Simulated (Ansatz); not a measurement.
# In (Im-3m) in Ansatz: further runs

Runs on In. Level: PBE. Tasks: single point, relaxation of cell and atoms.

All numbers are computed with Ansatz 0.2.0; they aren't measurements. Logs are shortened: lines on timing, memory, paths and dates and some standing lists are left out, and cuts for length are marked.

**1. The crystal as given**

Symmetry: Im-3m, No. 229, cubic system. The conventional cell has a = 3.765 Å, b = 3.765 Å, c = 3.765 Å, α = 90.00°, β = 90.00°, γ = 90.00°. In (site symmetry m-3m) has 8 In at 3.26 Å as nearest neighbours.

This isn't the form of In at room conditions, which is tetragonal.

**2. Single point, PBE**

File input.yaml:

```yaml
crystal:
  lattice:
    - [-1.88252524, 1.88252524, 1.88252524]
    - [1.88252524, -1.88252524, 1.88252524]
    - [1.88252524, 1.88252524, -1.88252524]
  atoms:
    - { symbol: In, position: [0.0, 0.0, 0.0] }
hamiltonian:
  xc: pbe
  pseudopotentials: { kind: paw }
kpoints:
  mp_grid: { grid: [10, 10, 10] }
scf:
  occupations: { method: gaussian, width: 0.011 }
output:
  forces: true
  stress: true
  eigenvalues: true
```

Potentials or basis: Ansatz PAW.

Started as:

```
> ansatz run input.yaml --threads 2 --pin off --max-ram 5632MiB --backend cpu --events-out ev --progress --plain --runs-dir out
```

The log of the run:

```text
Warning: RAYON_NUM_THREADS=2 ignored (pool sized by the plan → 2); use --threads N
Engine: ansatz 0.2.0, aarch64-unknown-linux-gnu
Pseudopotentials: kind: paw
Pseudopotential: In, paw, valence charge 13, recommended cutoff 420 eV (normal), In.paw.azcp
Functional definition: PBE
  parameter kappa = 0.804
  parameter beta = 0.06672455060314922
  exchange = pbe_x(kappa = kappa, mu = beta*pi^2/3)
  correlation = pbe_c(beta = beta)
Crystal: 1 atoms, lattice volume = 26.686 Å³
Basis set: ecut = 420 eV, 531 PW (Γ), exchange–correlation on 48×48×48 points (8 copies of the dense FFT grid, shifted against one another)
Bands: 11, of which v1, the nominal top of the filled ones, is band 7 counted from 1 (6 counted from 0)
Symmetry: 48 space group operations
Space group: Im-3m (ITA 229), of the structure as read, at distance tolerance 3.0e-5 Å
k-points: 47 of 1000
Non-local potential: In, projectors of the file, l = 0: 2, l = 1: 2, l = 2: 2, l = 3: 2
PAW form: soft (Blöchl's): semilocal exchange-correlation on the pseudo side does not see the compensation charge
PAW one-centre angular grid: In, 590 points (default); XC on 64 Gauss nodes
Initial density: superposition of atomic densities (neutral atoms: chi_scale 0, normalization atom), corrected by the library's trained network
Initial wavefunctions: pseudopotential atomic-orbital guess
Functional: x = pbe(κ = 0.804, μ = 0.2195149727645171), c = pbe(β = 0.06672455060314922)
SCF iter   1: F=—  HF=-5597.833567 eV  |F-HF|=—  |Δ(HF+E_count)|=         —  Δρ=7.86e-4  dr2=1.03e-4  ethr=1.77e-3  ⟨swp⟩=6.0  Hψ=3101  notcnv=0
preconditioner: auto → none  [insulator: Δε(μ)=0.030 eV  Ē_g=19.751 eV  σ=0.011 eV  W_gap=0.55  n_scr=12 (ndim 8)  ℏωp=25.9 eV  f_vac=0.000  D(μ)=6.33/eV (n_scr^D=134)  ε∞_Penn≈2.7]
SCF iter   2: F=—  HF=-5597.833076 eV  |F-HF|=—  |Δ(HF+E_count)|=   4.91e-4  Δρ=3.20e-4  dr2=1.60e-5  ethr=7.96e-7  ⟨swp⟩=2.7  Hψ=1318  notcnv=0  defer=3
SCF iter   3: F=—  HF=-5597.833094 eV  |F-HF|=—  |Δ(HF+E_count)|=   1.78e-5  Δρ=1.81e-4  dr2=5.02e-6  ethr=1.23e-7  ⟨swp⟩=2.0  Hψ=797  notcnv=0  defer=4
SCF iter   4: F=—  HF=-5597.833092 eV  |F-HF|=—  |Δ(HF+E_count)|=   2.12e-6  Δρ=6.18e-5  dr2=4.87e-7  ethr=3.86e-8  ⟨swp⟩=2.2  Hψ=760  notcnv=0  defer=4
iter 5 did not close the SCF: its close was put off for the readings that it lacked (scf_convergence_deferred on its scf_iter line)
SCF iter   5: F=-5597.833092 eV  HF=-5597.833092 eV  |F-HF|=4.62e-9  |Δ(HF+E_count)|=   8.13e-8  Δρ=5.98e-6  dr2=4.36e-9  ethr=3.75e-9  ⟨swp⟩=2.4  Hψ=825  notcnv=0  defer=4
SCF iter   6: F=-5597.833092 eV  HF=-5597.833092 eV  |F-HF|=4.27e-11  |Δ(HF+E_count)|=  9.35e-10  Δρ=5.40e-7  dr2=3.27e-11  ethr=3.35e-11  ⟨swp⟩=3.3  Hψ=1866  notcnv=0
SCF 1 converged in 6 iterations: F = -5597.833092 eV  dr2 = 3.27e-11
SCF converged after 6 iterations
Free energy (F): -5597.833092 eV
Harris-Foulkes:  -5597.833092 eV  (|F-HF|=4.27e-11)
Internal energy: -5597.832705 eV  (E = F + TS)
E sigma→0 (E₀):  -5597.832899 eV
Entropy (-TS):   -0.000386 eV (-0.386 meV/atom)
Fermi energy:    9.944995 eV
--- Per-component energies (eV) ---
  E_band       = -26.721585
  E_kinetic    = 241.170204
  E_local      = -1086.616344  (includes V_loc(G=0)·N_el)
  E_nonlocal   = 366.018659
  E_hartree    = 425.662451
  E_xc         = -216.028057
  E_vxc        = -99.997105  (∫ρ·V_xc dr)
  E_paw        = -4151.930516  (= ΣΔE_a)
  E_vpaw       = -298.621745  (= ΣTr[D̂ρ^β])
  E_aug_tail   = 0.000026  (compensation charges beyond the density's cutoff)
  E_ewald      = -1176.109129
  E_smearing   = -0.000386  (= −TS)
  E_closure    = 0.000000  (closes the sum)
  Σ components = -5597.833092   (vs F -5597.833092, Δ=0.00e0)
--- Forces (eV/Å), atoms counted from 1 ---
  atom   1  In    -0.00000000     0.00000000     0.00000000
  max |Σ_I F_I| component: 1.17e-31 eV/Å
--- Stress (GPa, compression-positive) ---
        1.504258      -0.000000      -0.000000
        0.000000       1.504258       0.000000
       -0.000000       0.000000       1.504258
  P = ⅓ Tr σ = 1.5043 GPa (15.043 kbar)
--- Band table (eV; the first three rows and the last of 47) ---
  k-point 0: bands = ["-4.6785", "-4.6785", "-4.6785", "-4.4143", "-4.4143", "0.5806", "20.8866", "20.8866", "20.8866", "22.9169", "22.9169"]
  k-point 1: bands = ["-4.6887", "-4.6693", "-4.6394", "-4.4250", "-4.4147", "0.8091", "18.8098", "19.9106", "20.3586", "21.8753", "22.1892"]
  k-point 2: bands = ["-4.7152", "-4.6560", "-4.5351", "-4.4457", "-4.4156", "1.5024", "15.3486", "18.3299", "19.2006", "21.0425", "21.2407"]
  k-point 46: bands = ["-4.7791", "-4.7791", "-4.2901", "-4.2901", "-4.2901", "10.8818", "11.2503", "11.2503", "11.2503", "15.2267", "15.2267"]
```

Wall time 0.64 s (2 threads of Arm Neoverse V1, shared host); peak memory 0.27 GiB.

Results:

| Quantity | Value |
| --- | --- |
| Free energy | -5597.8331 eV |
| Pressure | 1.5 GPa |
| Band gap on the k mesh | none (metal or under the smearing width) |

**3. Relaxation of cell and atoms, PBE**

input.yaml: that of step 2 with these lines changed.

```diff
@@ -13,3 +13,3 @@
 scf:
-  occupations: { method: gaussian, width: 0.011 }
+  occupations: { method: fermi_dirac, width: 0.05 }
 output:
@@ -18 +18,9 @@
   eigenvalues: true
+  write_density: true
+  write_potential: true
+  elf: true
+  volumetric_format: npy
+relax:
+  f_tol: 0.01
+  max_steps: 40
+  cell: { stress_tol: 0.05 }
```

Potentials or basis: Ansatz PAW.

Started as:

```
> ansatz run input.yaml --threads 2 --pin off --max-ram 5632MiB --backend cpu --events-out ev --progress --plain --runs-dir out
```

The log of the run:

```text
Warning: RAYON_NUM_THREADS=2 ignored (pool sized by the plan → 2); use --threads N
Engine: ansatz 0.2.0, aarch64-unknown-linux-gnu
Pseudopotentials: kind: paw
Pseudopotential: In, paw, valence charge 13, recommended cutoff 420 eV (normal), In.paw.azcp
Functional definition: PBE
  parameter kappa = 0.804
  parameter beta = 0.06672455060314922
  exchange = pbe_x(kappa = kappa, mu = beta*pi^2/3)
  correlation = pbe_c(beta = beta)
Crystal: 1 atoms, lattice volume = 26.686 Å³
Basis set: ecut = 420 eV, 531 PW (Γ), exchange–correlation on 48×48×48 points (8 copies of the dense FFT grid, shifted against one another)
Bands: 11, of which v1, the nominal top of the filled ones, is band 7 counted from 1 (6 counted from 0)
Symmetry: 48 space group operations
Space group: Im-3m (ITA 229), of the structure as read, at distance tolerance 3.0e-5 Å
k-points: 47 of 1000
Non-local potential: In, projectors of the file, l = 0: 2, l = 1: 2, l = 2: 2, l = 3: 2
PAW form: soft (Blöchl's): semilocal exchange-correlation on the pseudo side does not see the compensation charge
PAW one-centre angular grid: In, 590 points (default); XC on 64 Gauss nodes
[... 66 lines left out ...]
  E_closure    = -0.000000  (closes the sum)
  Σ components = -5597.842859   (vs F -5597.842859, Δ=0.00e0)
--- Forces (eV/Å), atoms counted from 1 ---
  atom   1  In     0.00000000     0.00000000     0.00000000
  max |Σ_I F_I| component: 7.81e-32 eV/Å
--- Stress (GPa, compression-positive) ---
        0.015573       0.000000       0.000000
        0.000000       0.015573       0.000000
        0.000000      -0.000000       0.015573
  P = ⅓ Tr σ = 0.0156 GPa (0.156 kbar)
--- Band table (eV; the first three rows and the last of 47) ---
  k-point 0: bands = ["-5.1835", "-5.1835", "-5.1835", "-4.9457", "-4.9457", "0.3027", "19.9051", "19.9051", "19.9051", "22.2434", "22.2434"]
  k-point 1: bands = ["-5.1925", "-5.1749", "-5.1482", "-4.9551", "-4.9461", "0.5239", "17.9431", "18.9890", "19.4415", "21.1209", "21.4626"]
  k-point 2: bands = ["-5.2160", "-5.1617", "-5.0543", "-4.9737", "-4.9470", "1.1941", "14.6108", "17.4842", "18.3881", "20.2389", "20.4925"]
  k-point 46: bands = ["-5.2686", "-5.2686", "-4.8341", "-4.8341", "-4.8341", "10.0525", "10.7042", "10.7042", "10.7042", "14.6125", "14.6125"]
--- Relaxed structure (3 steps of the walk, 3 accepted, 1 SCFs on fresh bases) ---
  F+E_penalty+E_count = -5597.84285852 eV   max|allowed force component| = 0.000e0 eV/Å   (the final SCF, on the basis selected at the relaxed cell)
  cell:  # Å, volume = 27.7902 Å³
    - [-1.9081405004165315, 1.9081405004165315, 1.9081405004165315]
    - [1.9081405004165315, -1.9081405004165315, 1.9081405004165315]
    - [1.9081405004165315, 1.9081405004165315, -1.9081405004165315]
  atoms:
    - { symbol: In, position: [0.0, 0.0, 0.0] }
```

rho_z.tsv:

```text
# z_ang	rho[e/angstrom^3]
# format = ansatz-planar-average/11
# lattice	-1.908140500	1.908140500	1.908140500
# lattice	1.908140500	-1.908140500	1.908140500
# lattice	1.908140500	1.908140500	-1.908140500
# sites	1
# site	49	0.000000000	0.000000000	0.000000000
0.000000	1.147855e0
0.137708	1.099368e0
0.275416	9.683347e-1
0.413125	7.900492e-1
0.550833	6.038263e-1
0.688541	4.397240e-1
[... 16 lines left out ...]
3.029580	9.683347e-1
3.167288	1.099368e0
```

v_z.tsv:

```text
# z_ang	v_es[eV]	v_tot[eV]
# format = ansatz-planar-average/11
# xc	pbe
# density_cutoff_ev	1680
# datasets	In=:simpson_from_first_knot:soft
# lattice	-1.908140500	1.908140500	1.908140500
# lattice	1.908140500	-1.908140500	1.908140500
# lattice	1.908140500	1.908140500	-1.908140500
# sites	1
# site	49	0.000000000	0.000000000	0.000000000
0.000000	-1.324960e0	-1.397944e1
0.137708	-1.147259e0	-1.370798e1
0.275416	-6.046781e-1	-1.288646e1
0.413125	3.145408e-1	-1.151213e1
0.550833	1.593729e0	-9.625807e0
0.688541	3.165345e0	-7.340062e0
[... 16 lines left out ...]
3.029580	-6.046781e-1	-1.288646e1
3.167288	-1.147259e0	-1.370798e1
```

Run time: 2.7 s. Hardware: 2 threads of Arm Neoverse V1, shared host; peak memory 0.29 GiB.

Results:

```yaml
Free_energy: -5597.8429 eV
Relaxed_volume: 27.79 Å³/atom
Relaxed_cell: a = 3.305 Å, b = 3.305 Å, c = 3.305 Å, α = 109.47°, β = 109.47°, γ = 109.47°
Space_group_after_relaxing_to_0.05_Å: Im-3m (No. 229)
Energy_gained_by_relaxing: 5.1 meV/atom
Ionic_steps: 4
Pressure_after_relaxing: 0.0 GPa
Band_gap_on_the_k_mesh: none (metal or under the smearing width)
```

Step by step:
```csv
step,energy change (eV),largest force (eV/Å),volume (Å³)
1,0.0000,0.0000,26.69
2,-0.0047,0.0000,27.57
3,-0.0048,0.0000,27.79
4,-0.0051,0.0000,27.79
```

Final structure:
```yaml
crystal:
  lattice:
    - [-1.90814, 1.90814, 1.90814]
    - [1.90814, -1.90814, 1.90814]
    - [1.90814, 1.90814, -1.90814]
  atoms:
    - { symbol: In, position: [0.00000, 0.00000, 0.00000] }
```

Caveat: the plane-wave basis is chosen anew once the cell has moved, so the energies of steps on either side of that aren't comparable.
